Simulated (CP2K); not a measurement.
Crystal: WS2.

```
W S
1.0
     6.42736    0.00000    0.00000
     5.65154    3.06122    0.00000
     5.65154    1.43230    2.70547
W S
1 2
Direct
  0.00000 0.00000 0.00000
  0.58100 0.58100 0.58100
  0.75030 0.75030 0.75030
```

Measurements of this composition are mostly on another form, of space group No. 194.

Base run:

* Program: CP2K 2026.2
* Functional: PBE
* Potentials or basis: GTH_POTENTIALS W GTH-BLYP-q14, S GTH-BLYP-q6; DZVP-MOLOPT-SR-GTH basis
* Density cutoff: 6123 eV
* k mesh: 10 × 10 × 10
* Occupations: fermi-dirac, width 0.05 eV
* Spin: no spin polarisation

Its results: band gap on the k mesh 1.11 eV, indirect (least direct gap 2.29 eV); pressure 5.0 GPa; largest force 0.794 eV/Å.

**Question.** The run is repeated on the same cell with these changes: potentials or basis from GTH_POTENTIALS W GTH-BLYP-q14, S GTH-BLYP-q6; DZVP-MOLOPT-SR-GTH basis to GTH_POTENTIALS W GTH-PBE-q14, S GTH-PBE-q6; DZVP-MOLOPT-SR-GTH basis; potentials from W GTH-BLYP-q14 of GTH_POTENTIALS, S GTH-BLYP-q6 of GTH_POTENTIALS to W GTH-PBE-q14 of GTH_POTENTIALS, S GTH-PBE-q6 of GTH_POTENTIALS. What comes out?

**Answer.** Band gap on the k mesh 1.10 eV, indirect (least direct gap 2.29 eV); pressure 3.4 GPa; largest force 0.611 eV/Å.

Caveats: spin-orbit coupling is left out, which moves the levels of the heavy elements; the basis of atomic orbitals isn't converged, which shifts pressures, moduli and gaps; the potentials were made for another functional, which shifts forces and pressure (some runs).

A k mesh can miss the band edges.
